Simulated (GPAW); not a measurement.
## Co2 Os3 Co2 0001: parallel and opposed starts

Does Co2 Os3 Co2 0001 prefer parallel or opposed moments, or none?

Calculated with GPAW 26.7.0; PBE; plane waves with GPAW's PAW setups, scalar-relativistic.

## 1. The starting structure

The cell holds 7 atoms: 4 Co and 3 Os. Cell: a = 2.734 Å, b = 2.734 Å, c = 23.632 Å, α = 90.0°, β = 90.0°, γ = 120.0°. ideal sites on the substrate's mesh, layer spacings from atomic volumes, unrelaxed, 12 A of vacuum. Vacuum lies along c.

As a file:

```cif
data_structure
_symmetry_space_group_name_H-M 'P 1'
_symmetry_Int_Tables_number 1
_cell_length_a 2.7340
_cell_length_b 2.7340
_cell_length_c 23.6323
_cell_angle_alpha 90.000
_cell_angle_beta 90.000
_cell_angle_gamma 120.000
_cell_volume 152.98
loop_
_atom_site_label
_atom_site_type_symbol
_atom_site_fract_x
_atom_site_fract_y
_atom_site_fract_z
_atom_site_occupancy
Co1 Co 0.00000 0.00000 0.25389 1
Co2 Co 0.33333 0.66667 0.32645 1
Os3 Os 0.00000 0.00000 0.40848 1
Os4 Os 0.33333 0.66667 0.50000 1
Os5 Os 0.00000 0.00000 0.59152 1
Co6 Co 0.33333 0.66667 0.67355 1
Co7 Co 0.00000 0.00000 0.74611 1
```

## 2. Order 1, typed as ferro ++++

The parallel start comes first: it fits the smallest cell, keeps the most symmetry and shows whether parallel moments form.

Contents of order1.py:

```python
import json
import numpy as np
from ase import Atoms
from ase.parallel import paropen, parprint
from gpaw import GPAW

atoms = Atoms(['Co', 'Co', 'Os', 'Os', 'Os', 'Co', 'Co'],
    cell=[[2.734, 0.0, 0.0],
         [-1.367, 2.367713, 0.0],
         [0.0, 0.0, 23.632346]],
    scaled_positions=[[0.0, 0.0, 0.253889],
         [0.333333, 0.666667, 0.326448],
         [0.0, 0.0, 0.408485],
         [0.333333, 0.666667, 0.5],
         [0.0, 0.0, 0.591515],
         [0.333333, 0.666667, 0.673552],
         [0.0, 0.0, 0.746111]],
    pbc=True,
    magmoms=[1.8, 1.8, 0.0, 0.0, 0.0, 1.8, 1.8])
atoms.calc = GPAW(mode={'name': 'pw', 'ecut': 450},
    xc='PBE',
    kpts={'size': (20, 20, 1), 'gamma': True},
    occupations={'name': 'fermi-dirac', 'width': 0.05},
    convergence={'density': 1e-05, 'energy': 1e-05},
    maxiter=200,
    mixer={'name': 'pulay', 'beta': 0.03, 'nmaxold': 8, 'weight': 100},
    symmetry={'tolerance': 1e-4},
    txt='order1.txt')
e = atoms.get_potential_energy(force_consistent=True)
res = {'free_energy': e, 'energy_sigma0': atoms.get_potential_energy(), 'fermi_energy': atoms.calc.get_fermi_level()}
res['moments'] = atoms.get_magnetic_moments().tolist()
res['total'] = atoms.get_magnetic_moment()
parprint('site moments (muB):', np.round(res['moments'], 3))
parprint(f"total moment: {res['total']:.3f} muB")
parprint(f'free energy: {e:.6f} eV')
atoms.calc.write('order1.gpw')
with paropen('results.json', 'w') as f:
    json.dump(res, f)
```

On the command line:

```bash
OMP_NUM_THREADS=1 mpirun -n 4 gpaw python order1.py > order1.log
```

Numbers of over 12 decimals in the logs are rounded to 6 here.

The log of the run:

```text
site moments (muB): [ 1.853e+00  1.420e+00  1.000e-03 -3.500e-02  1.000e-03  1.420e+00
  1.853e+00]
total moment: 6.403 muB
free energy: -63.119469 eV

--- order1.txt ---
Input parameters:
  mode=PW(ecut=450),
  convergence={'density': 1e-05, 'energy': 1e-05},
  kpts=MonkhorstPack(size=(20, 20, 1), gamma=True),
  maxiter=200,
  mixer=Pulay(name='pulay', nmaxold=8, beta=0.03, weight=100, sigma=0.015, g_ss=None),
  occupations=Occupations(name='fermi-dirac', width=0.05),
  symmetry=Symmetry(tolerance=0.0001),
  xc=XC(name='PBE')

Diagonalizing LCAO Hamiltonian
Converting LCAO to pw mode

       Co

        Co

       Os

        Os

       Os

        Co

       Co

Atoms  # Å, Bohr magnetons
|   | symbol |         x |        y |         z |    initial magnetic moments |
|---|--------|-----------|----------|-----------|-----------------------------|
| 0 |     Co |  0.000000 | 0.000000 |  5.999993 | ( 0.0000,  0.0000,  1.8000) |
| 1 |     Co | -0.000001 | 1.578476 |  7.714732 | ( 0.0000,  0.0000,  1.8000) |
| 2 |     Os |  0.000000 | 0.000000 |  9.653459 | ( 0.0000,  0.0000,  0.0000) |
| 3 |     Os | -0.000001 | 1.578476 | 11.816173 | ( 0.0000,  0.0000,  0.0000) |
| 4 |     Os |  0.000000 | 0.000000 | 13.978887 | ( 0.0000,  0.0000,  0.0000) |
| 5 |     Co | -0.000001 | 1.578476 | 15.917614 | ( 0.0000,  0.0000,  1.8000) |
| 6 |     Co |  0.000000 | 0.000000 | 17.632353 | ( 0.0000,  0.0000,  1.8000) |

Unit cell  # Å
| periodic |         x |        y |         z |   lengths |     angles |
|----------|-----------|----------|-----------|-----------|------------|
|      yes |  2.734000 | 0.000000 |  0.000000 |  2.734000 |  90.000000 |
|      yes | -1.367000 | 2.367713 |  0.000000 |  2.734000 |  90.000000 |
|      yes |  0.000000 | 0.000000 | 23.632346 | 23.632346 | 120.000005 |

Number of symmetries: 12

BZ-sampling:
  Number of BZ points: 400
  Number of IBZ points: 44

  Monkhorst-Pack size: [20, 20, 1]
  Monkhorst-Pack shift: [0.025, 0.025, 0.0]

K-points  # in reciprocal-cell coordinates
|     |                                coordinates |     weight |
|-----|--------------------------------------------|------------|
|   0 | ( -0.00000000,  -0.00000000,   0.00000000) | 0.00250000 |
|   1 | (  0.05000000,  -0.00000000,   0.00000000) | 0.01500000 |
|   2 | (  0.10000000,  -0.05000000,   0.00000000) | 0.01500000 |
|   3 | (  0.10000000,  -0.00000000,   0.00000000) | 0.01500000 |
|   4 | (  0.15000000,  -0.05000000,   0.00000000) | 0.03000000 |
|   5 | (  0.15000000,  -0.00000000,   0.00000000) | 0.01500000 |
|   6 | (  0.20000000,  -0.10000000,   0.00000000) | 0.01500000 |
|   7 | (  0.20000000,  -0.05000000,   0.00000000) | 0.03000000 |
|   8 | (  0.20000000,  -0.00000000,   0.00000000) | 0.01500000 |
|   9 | (  0.25000000,  -0.10000000,   0.00000000) | 0.03000000 |
| ... |                                            |            |
|  43 | (  0.50000000,   0.50000000,   0.00000000) | 0.00750000 |

Plane wave coefficients: 3345
Cutoff: 450.000000 eV

Spin-components: 2 (collinear spins)
Bands:           56
Projectors:      42
Spin-degeneracy: 1
Datatype:        complex128

Parallelization:
  kpt:    4
  domain: 1
  band:   1

Density:
  Valence electrons: 78.0
  Components: 2
  Grid points: [ 14  14 120]
  Charge: 0.0  # |e|

Potential:
  Grid points: [ 14  14 120]

species:
  Co:
    name:    Cobalt
    Z:       27.0
    valence: 9
    core:    18
    charge:  0.0  # [|e|]
    compensation charges:
      type: gauss
      rc: 0.32  # [Å]
      lmax: 2
    cutoffs:
      filter: 1.87  # [Å]
      core: 2.55  # [Å]
    projectors
    | kind |    occ | energy [eV] | rcut [Å] |
    |------|--------|-------------|----------|
    |   4s |  2.000 |      -5.469 |    1.005 |
    |   4p |  0.000 |      -1.277 |    1.058 |
    |   3d |  7.000 |      -8.205 |    1.005 |
    |    s |        |      21.742 |    1.005 |
    |    p |        |      25.934 |    1.058 |
    |    d |        |      19.007 |    1.005 |

    Using partial waves for Co as LCAO basis

  Os:
    name:    Osmium
    Z:       76.0
    valence: 14
    core:    62
    charge:  0.0  # [|e|]
    compensation charges:
      type: gauss
      rc: 0.39  # [Å]
      lmax: 2
    cutoffs:
      filter: 2.36  # [Å]
      core: 2.55  # [Å]
    projectors
    | kind |    occ | energy [eV] | rcut [Å] |
    |------|--------|-------------|----------|
    |   6s |  2.000 |      -6.125 |    1.349 |
    |   5p |  6.000 |     -50.878 |    1.397 |
    |   6p |  0.000 |      -1.276 |    1.397 |
    |   5d |  6.000 |      -6.274 |    1.244 |
    |    s |        |      21.086 |    1.349 |
    |    d |        |      20.938 |    1.244 |

    Using partial waves for Os as LCAO basis

Reference energy: -1558382.710739  # eV

eigensolver:
  PPCG
  Converge bands: occupied
  niter=2

density mixing:
  Pulay-Mixer
  Linear mixing parameters: 0.03
  Old densities: 8
  Fourier metric: weight=100, sigma=0.015

occupation numbers:
  Fermi-Dirac:
    width: 0.0500  # eV

poisson solver:
  ecut: 3600.000000  # eV

xc functional:
  name: PBE with 2 nearest neighbor stencil

convergence criteria:
- Maximum integral of absolute [dens]ity change: 1e-05 electrons / valence electron
- Maximum [total energy] change in last 3 cyles: 1e-05 eV / valence electron
- Maximum integral of absolute [eigenst]ate change: 4e-08 eV^2 / valence electron
maximum number of iterations: 200

SCF iterations
|iter     |      energy | eigst |  dens |  magmom |
|---------|-------------|-------|-------|---------|
|iter:   1|       0s |  -68.606516 | +0.42 |       |  +7.2079|
|iter:   2|       8s |  -70.358709 | -0.47 | -0.76 |  +7.0926|
|iter:   3|      15s |  -64.226577 | -1.12 | -0.72 |  +7.1137|
|iter:   4|      23s |  -63.920762 | -2.31 | -1.12 |  +7.0834|
|iter:   5|      31s |  -63.032052 | -1.11 | -1.16 |  +6.8905|
|iter:   6|      38s |  -63.015388 | -2.40 | -1.39 |  +6.8868|
|iter:   7|      46s |  -62.977933 | -1.99 | -1.41 |  +6.7547|
|iter:   8|      53s |  -62.959956 | -2.75 | -1.54 |  +6.7457|
|iter:   9|      61s |  -62.995145 | -2.40 | -1.60 |  +6.6496|
|iter:  10|      68s |  -62.984028 | -3.15 | -1.70 |  +6.6495|
[... 24 iterations left out ...]
|iter:  35|     248s |  -63.092385c| -8.04c| -4.34 |  +6.4025|
|iter:  36|     251s |  -63.092385c| -7.67c| -4.38 |  +6.4028|
|iter:  37|     255s |  -63.092385c| -8.06c| -4.44 |  +6.4028|
|iter:  38|     258s |  -63.092385c| -7.52c| -4.47 |  +6.4031|
|iter:  39|     262s |  -63.092385c| -7.96c| -4.63 |  +6.4033|
|iter:  40|     266s |  -63.092385c| -7.98c| -4.70 |  +6.4035|
|iter:  41|     269s |  -63.092385c| -8.03c| -4.82 |  +6.4035|
|iter:  42|     273s |  -63.092385c| -8.34c| -4.93 |  +6.4035|
|iter:  43|     276s |  -63.092385c| -8.37c| -4.97 |  +6.4034|
|iter:  44|     280s |  -63.092385c| -8.65c| -5.07c|  +6.4035|

Converged in 44 steps
Energy contributions relative to reference atoms: (reference = -1558382.710739)

Energy contributions:
  Kinetic:          46.168456
  Coulomb:         -42.656137
  Zero:              0.359656
  External:          0.000000
  Xc:              -66.937276
  Entropy:          -0.054168
  Spinorbit:         0.000000
  ----------------------------
  Free energy:     -63.119469
  Extrapolated:    -63.092385

dipole moment: (-24.773620, -25.243107, -0.000035)  # |e|*Ang

Total magnetic moment: (0.000000, 0.000000, 6.403469)

Local magnetic moments
|        x |        y |         z |
|----------|----------|-----------|
| 0.000000 | 0.000000 |  1.852864 |  # Co   0
| 0.000000 | 0.000000 |  1.420264 |  # Co   1
| 0.000000 | 0.000000 |  0.000919 |  # Os   2
| 0.000000 | 0.000000 | -0.035146 |  # Os   3
| 0.000000 | 0.000000 |  0.000919 |  # Os   4
| 0.000000 | 0.000000 |  1.420264 |  # Co   5
| 0.000000 | 0.000000 |  1.852864 |  # Co   6

Fermi level: 5.489
Eigenvalues  # (at kpt = [-0.000, -0.000, 0.000])
| band index |      eig [eV] | occ [0-1] |      eig [eV] | occ [0-1] |
|------------|---------------|-----------|---------------|-----------|
|          0 |       -40.969 |     1.000 |       -40.979 |     1.000 |
|        ... |               |           |               |           |
|         35 |         3.631 |     1.000 |         4.910 |     1.000 |
|         36 |         3.631 |     1.000 |         5.290 |     0.981 |
|         37 |         3.801 |     1.000 |         5.291 |     0.981 |
|         38 |         3.801 |     1.000 |         5.366 |     0.921 |
|         39 |         4.187 |     1.000 |         5.366 |     0.921 |
|         40 |         4.510 |     1.000 |         5.808 |     0.002 |
|         41 |         4.510 |     1.000 |         5.808 |     0.002 |
|         42 |         4.685 |     1.000 |         6.249 |     0.000 |
|         43 |         4.685 |     1.000 |         6.249 |     0.000 |
|         44 |         5.321 |     0.966 |         6.345 |     0.000 |
|         45 |         5.321 |     0.966 |         6.345 |     0.000 |
|         46 |         6.274 |     0.000 |         6.450 |     0.000 |
|         47 |         6.499 |     0.000 |         6.803 |     0.000 |
|         48 |         6.499 |     0.000 |         6.803 |     0.000 |
|         49 |         6.708 |     0.000 |         6.840 |     0.000 |
|         50 |         7.147 |     0.000 |         7.225 |     0.000 |
|        ... |               |           |               |           |
|         55 |        14.428 |     0.000 |        14.605 |     0.000 |

No gap
No difference between direct/indirect transitions
```

Elapsed: 4.9 min, on 4 MPI ranks of Arm Neoverse V1, shared host; peak memory 1.1 GiB.

Spin moment in the augmentation sphere by atom:

| atom | spin moment in the augmentation sphere (μB) |
| --- | --- |
| Co1 | 1.85 |
| Co2 | 1.42 |
| Os3 | 0.00 |
| Os4 | -0.04 |
| Os5 | 0.00 |
| Co6 | 1.42 |
| Co7 | 1.85 |

Read from the output:

- magnetization: 6.403 μB
- final state: ferromagnetic

After 44 cycles the largest moment stands at 1.85 μB.

## 3. Run 2 (antiferro ++--)

An opposed order shows whether the pairs that it reverses prefer unlike signs.

order2.py is the script of step 2 with these lines changed:

```diff
@@ -18,3 +18,3 @@
     pbc=True,
-    magmoms=[1.8, 1.8, 0.0, 0.0, 0.0, 1.8, 1.8])
+    magmoms=[1.8, 1.8, 0.0, 0.0, 0.0, -1.8, -1.8])
 atoms.calc = GPAW(mode={'name': 'pw', 'ecut': 450},
@@ -27,3 +27,3 @@
     symmetry={'tolerance': 1e-4},
-    txt='order1.txt')
+    txt='order2.txt')
 e = atoms.get_potential_energy(force_consistent=True)
@@ -35,3 +35,3 @@
 parprint(f'free energy: {e:.6f} eV')
-atoms.calc.write('order1.gpw')
+atoms.calc.write('order2.gpw')
 with paropen('results.json', 'w') as f:
```

On the command line:

```bash
OMP_NUM_THREADS=1 mpirun -n 4 gpaw python order2.py > order2.log
```

The log of the run:

```text
site moments (muB): [ 1.867  1.404 -0.061  0.     0.061 -1.404 -1.867]
total moment: -0.000 muB
free energy: -63.115035 eV

--- order2.txt ---
Input parameters:
  mode=PW(ecut=450),
  convergence={'density': 1e-05, 'energy': 1e-05},
  kpts=MonkhorstPack(size=(20, 20, 1), gamma=True),
  maxiter=200,
  mixer=Pulay(name='pulay', nmaxold=8, beta=0.03, weight=100, sigma=0.015, g_ss=None),
  occupations=Occupations(name='fermi-dirac', width=0.05),
  symmetry=Symmetry(tolerance=0.0001),
  xc=XC(name='PBE')

Diagonalizing LCAO Hamiltonian
Converting LCAO to pw mode

       Co

        Co

       Os

        Os

       Os

        Co

       Co

Atoms  # Å, Bohr magnetons
|   | symbol |         x |        y |         z |    initial magnetic moments |
|---|--------|-----------|----------|-----------|-----------------------------|
| 0 |     Co |  0.000000 | 0.000000 |  5.999993 | ( 0.0000,  0.0000,  1.8000) |
| 1 |     Co | -0.000001 | 1.578476 |  7.714732 | ( 0.0000,  0.0000,  1.8000) |
| 2 |     Os |  0.000000 | 0.000000 |  9.653459 | ( 0.0000,  0.0000,  0.0000) |
| 3 |     Os | -0.000001 | 1.578476 | 11.816173 | ( 0.0000,  0.0000,  0.0000) |
| 4 |     Os |  0.000000 | 0.000000 | 13.978887 | ( 0.0000,  0.0000,  0.0000) |
| 5 |     Co | -0.000001 | 1.578476 | 15.917614 | ( 0.0000,  0.0000, -1.8000) |
| 6 |     Co |  0.000000 | 0.000000 | 17.632353 | ( 0.0000,  0.0000, -1.8000) |

Unit cell  # Å
| periodic |         x |        y |         z |   lengths |     angles |
|----------|-----------|----------|-----------|-----------|------------|
|      yes |  2.734000 | 0.000000 |  0.000000 |  2.734000 |  90.000000 |
|      yes | -1.367000 | 2.367713 |  0.000000 |  2.734000 |  90.000000 |
|      yes |  0.000000 | 0.000000 | 23.632346 | 23.632346 | 120.000005 |

Number of symmetries: 6

BZ-sampling:
  Number of BZ points: 400
  Number of IBZ points: 44

  Monkhorst-Pack size: [20, 20, 1]
  Monkhorst-Pack shift: [0.025, 0.025, 0.0]

Plane wave coefficients: 3345
Cutoff: 450.000000 eV

Spin-components: 2 (collinear spins)
Bands:           51
Projectors:      42
Spin-degeneracy: 1
Datatype:        complex128

Parallelization:
  kpt:    4
  domain: 1
  band:   1

Density:
  Valence electrons: 78.0
  Components: 2
  Grid points: [ 14  14 120]
  Charge: 0.0  # |e|

Potential:
  Grid points: [ 14  14 120]

[... setups left out ...]
Reference energy: -1558382.710739  # eV

eigensolver:
  PPCG
  Converge bands: occupied
  niter=2

density mixing:
  Pulay-Mixer
  Linear mixing parameters: 0.03
  Old densities: 8
  Fourier metric: weight=100, sigma=0.015

occupation numbers:
  Fermi-Dirac:
    width: 0.0500  # eV

poisson solver:
  ecut: 3600.000000  # eV

xc functional:
  name: PBE with 2 nearest neighbor stencil

convergence criteria:
- Maximum integral of absolute [dens]ity change: 1e-05 electrons / valence electron
- Maximum [total energy] change in last 3 cyles: 1e-05 eV / valence electron
- Maximum integral of absolute [eigenst]ate change: 4e-08 eV^2 / valence electron
maximum number of iterations: 200

SCF iterations
|iter     |      energy | eigst |  dens |  magmom |
|---------|-------------|-------|-------|---------|
|iter:   1|       0s |  -68.623545 | +0.44 |       |  +0.0000|
|iter:   2|       7s |  -69.947793 | -0.26 | -0.77 |  +0.0000|
|iter:   3|      14s |  -64.236892 | -0.96 | -0.72 |  -0.0000|
|iter:   4|      20s |  -63.922713 | -2.07 | -1.11 |  +0.0000|
|iter:   5|      27s |  -63.031079 | -0.86 | -1.15 |  -0.0000|
|iter:   6|      34s |  -63.005619 | -2.07 | -1.38 |  +0.0000|
|iter:   7|      40s |  -63.003028 | -1.68 | -1.41 |  -0.0000|
|iter:   8|      47s |  -62.976408 | -2.34 | -1.52 |  +0.0002|
|iter:   9|      54s |  -62.969066 | -3.32 | -1.56 |  -0.0001|
|iter:  10|      61s |  -62.971722 | -2.65 | -1.59 |  +0.0000|
[... 32 iterations left out ...]
|iter:  43|     259s |  -63.090254c| -7.46c| -4.58 |  +0.0000|
|iter:  44|     262s |  -63.090254c| -7.71c| -4.74 |  +0.0000|
|iter:  45|     265s |  -63.090254c| -7.87c| -4.78 |  +0.0000|
|iter:  46|     269s |  -63.090254c| -8.08c| -4.81 |  -0.0000|
|iter:  47|     272s |  -63.090254c| -8.13c| -4.83 |  +0.0000|
|iter:  48|     275s |  -63.090254c| -8.43c| -4.86 |  +0.0000|
|iter:  49|     278s |  -63.090254c| -8.40c| -4.88 |  +0.0000|
|iter:  50|     281s |  -63.090254c| -8.61c| -4.92 |  +0.0000|
|iter:  51|     285s |  -63.090254c| -8.17c| -4.96 |  -0.0000|
|iter:  52|     288s |  -63.090254c| -8.39c| -5.13c|  -0.0000|

Converged in 52 steps
Energy contributions relative to reference atoms: (reference = -1558382.710739)

Energy contributions:
  Kinetic:          45.456966
  Coulomb:         -42.105232
  Zero:              0.361905
  External:          0.000000
  Xc:              -66.779112
  Entropy:          -0.049563
  Spinorbit:         0.000000
  ----------------------------
  Free energy:     -63.115035
  Extrapolated:    -63.090254

dipole moment: (-24.783202, -25.243501, -0.000035)  # |e|*Ang

Total magnetic moment: (0.000000, 0.000000, -0.000000)

Local magnetic moments
|        x |        y |         z |
|----------|----------|-----------|
| 0.000000 | 0.000000 |  1.867414 |  # Co   0
| 0.000000 | 0.000000 |  1.404180 |  # Co   1
| 0.000000 | 0.000000 | -0.060819 |  # Os   2
| 0.000000 | 0.000000 |  0.000000 |  # Os   3
| 0.000000 | 0.000000 |  0.060819 |  # Os   4
| 0.000000 | 0.000000 | -1.404180 |  # Co   5
| 0.000000 | 0.000000 | -1.867414 |  # Co   6

Fermi level: 5.519
Eigenvalues  # (at kpt = [-0.000, -0.000, 0.000])
| band index |      eig [eV] | occ [0-1] |      eig [eV] | occ [0-1] |
|------------|---------------|-----------|---------------|-----------|
|          0 |       -41.020 |     1.000 |       -41.020 |     1.000 |
|        ... |               |           |               |           |
|         34 |         4.220 |     1.000 |         4.220 |     1.000 |
|         35 |         4.220 |     1.000 |         4.220 |     1.000 |
|         36 |         4.571 |     1.000 |         4.571 |     1.000 |
|         37 |         4.571 |     1.000 |         4.571 |     1.000 |
|         38 |         4.578 |     1.000 |         4.578 |     1.000 |
|         39 |         5.032 |     1.000 |         5.032 |     1.000 |
|         40 |         5.032 |     1.000 |         5.032 |     1.000 |
|         41 |         5.266 |     0.994 |         5.266 |     0.994 |
|         42 |         5.647 |     0.072 |         5.647 |     0.072 |
|         43 |         5.647 |     0.072 |         5.647 |     0.072 |
|         44 |         6.249 |     0.000 |         6.249 |     0.000 |
|         45 |         6.249 |     0.000 |         6.249 |     0.000 |
|         46 |         6.352 |     0.000 |         6.352 |     0.000 |
|         47 |         6.645 |     0.000 |         6.645 |     0.000 |
|         48 |         6.645 |     0.000 |         6.645 |     0.000 |
|         49 |         6.776 |     0.000 |         6.776 |     0.000 |
|         50 |         7.151 |     0.000 |         7.151 |     0.000 |

No gap
No difference between direct/indirect transitions
```

Run time: 5 min. Hardware: 4 MPI ranks; peak memory 1.1 GiB; 20 min of CPU time.

Spin moment in the augmentation sphere by atom:

| atom | spin moment in the augmentation sphere (μB) |
| --- | --- |
| Co1 | 1.87 |
| Co2 | 1.40 |
| Os3 | -0.06 |
| Os4 | 0.00 |
| Os5 | 0.06 |
| Co6 | -1.40 |
| Co7 | -1.87 |

This step gave:

| Property | Result |
| --- | --- |
| magnetization | 0 μB |
| final state | antiferromagnetic |

It lies 1.11 meV a seeded atom over the first start, and its largest moment is 1.87 μB against 1.85 μB.

## 4. The states side by side

These are free energies at a smearing of 0.05 eV, so its entropy term is in the differences. They are divided by the number of seeded atoms, so that cells of unlike size compare.

Orders:

| start | final state | typed order kept | energy over the lowest (meV a seeded atom) | largest site moment (μB) | net moment (μB a primitive cell) | mesh matched | CPU time (s) |
| --- | --- | --- | --- | --- | --- | --- | --- |
| ferro ++++ | ferromagnetic | yes | 0 | 1.853 | 6.403 | yes | 1174 |
| antiferro ++-- | antiferromagnetic | yes | 1.108 | 1.867 | 0 | yes | 1204 |

## 5. Summary of results

* lowest state found: ferromagnetic (typed ferro ++++)
* largest site moment: 1.85 μB
* next state: antiferromagnetic, 1.11 meV a seeded atom higher

The lowest state found is ferromagnetic, reached from the start ferro ++++, with moments up to 1.85 μB. The two lowest states lie so close that the mesh, the functional or spin–orbit coupling could swap them. Only 2 starts are shown; other collinear patterns, canted and longer-period orders are not.

[Logs and program files are shortened in this print: banners, set-up blocks, solver, clock and traceback lines can be left out without a mark of their own.]

[Logs are printed without paths, hosts, clocks, repeated set-up lines and the standing remarks that a program may print on its own settings, such as how far it seeks lower states.]

[Hosts, paths, dates, database ids (printed as entryN), source tags and the programs' standing remarks are cut or masked in the printed files.]

[Where a cell is said to come from a database of computed structures, the database is the Materials Project.]
